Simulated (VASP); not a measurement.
CdSe:

```
Cd Se
1.0
     4.31069    0.00000    0.00000
    -2.15535    3.73317    0.00000
     0.00000    0.00000    7.03188
Cd Se
2 2
Cartesian
  2.1554 1.2444 3.5157
  0.0000 2.4888 7.0316
  2.1554 1.2444 6.1592
  0.0000 2.4888 2.6433
```

The cell is a database's computed one.

Base run:

```yaml
Program: VASP 6.6.1
Functional: r2SCAN
Potentials_or_basis: VASP PAW PBE potentials, release 64 (Cd, Se)
Cutoff: 520 eV
k_mesh: 9 × 9 × 6
Occupations: gaussian, width 0.02 eV
Spin: no spin polarisation
```

Its results: band gap on the k mesh 1.14 eV, direct; pressure 1.4 GPa; largest force 0.005 eV/Å.

Question: The run is repeated on the same cell with these changes: functional from r2SCAN to PBEsol; further incar settings from ALGO = Normal; EDIFF = 1e-06 to ALGO = Fast; EDIFF = 1e-06. What comes out?

Answer: Band gap on the k mesh 0.53 eV, direct; pressure 0.1 GPa; largest force 0.004 eV/Å.

Caveats: the PAW data sets were made with another functional, which shifts forces and pressure a little.

Not every run made on this cell is shown here.
